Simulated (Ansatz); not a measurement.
The calculation used DFT PBE, scalar-relativistic, plane waves, PAW (Ansatz). All cells share a 420 eV cutoff and Γ-centred k meshes spaced at most about 0.3 Å⁻¹ (about 0.25 or finer for metals, 2π included). No spin polarisation.

These are static total energies at zero pressure.

Compare these two cells of In4Sb, each relaxed at this level.

A.

Space group Im-3m (No. 229). a = 7.090 Å, b = 7.090 Å, c = 7.090 Å, α = 90.00°, β = 90.00°, γ = 90.00°
```json
{"atom": "In", "site": "8c", "symmetry": ".-3m", "x": "0.2500", "y": "0.2500", "z": "0.2500"}
{"atom": "Sb", "site": "2a", "symmetry": "m-3m", "x": "0.0000", "y": "0.0000", "z": "0.0000"}
```

B.

Space group Cmmm (No. 65). a = 8.880 Å, b = 10.456 Å, c = 3.282 Å, α = 90.00°, β = 90.00°, γ = 90.00°
```
atom  site  symmetry       x       y       z
  In    4h       2mm  0.1693  0.0000  0.5000
  In    4e     ..2/m  0.2500  0.2500  0.0000
  Sb    2b       mmm  0.5000  0.0000  0.0000
```

Task: Which would you expect to be lower, and how large is the difference?

Result: B is lower, by 189 meV/atom. A has space group Im-3m (No. 229), 35.6 Å³/atom and no gap on its mesh; B has space group Cmmm (No. 65), 30.5 Å³/atom and no gap. Counting In atoms around Sb (those within 1.25 times the shortest such distance or 1.15 times the sum of covalent radii; the shortest distance is added where it is long for a bond), A has Sb 8 and B has Sb 8 from 3.4 Å. The denser one is the lower, and pressure would at first widen the difference. Even the lower one lies +0.09 eV/atom against the reference forms of the elements (uncorrected), so neither is stable at this level. In A, around In lie 2 Sb at 3.07 Å and 6 In at 3.55 Å; Sb has 8 In at 3.07 Å. In B, around In on a site of symmetry 2mm lie 7 In at 3.01–3.28 Å and 2 Sb at 3.36 Å; around In on a site of symmetry 2/m lie 6 In at 3.17–3.28 Å and 2 Sb at 3.43 Å; around Sb lie 2 Sb at 3.28 Å and 8 In at 3.36–3.43 Å. Both come from invented guesses.

Spin–orbit coupling, which can matter for Sb, is left out. Cells relaxed within their symmetry can be saddle points.
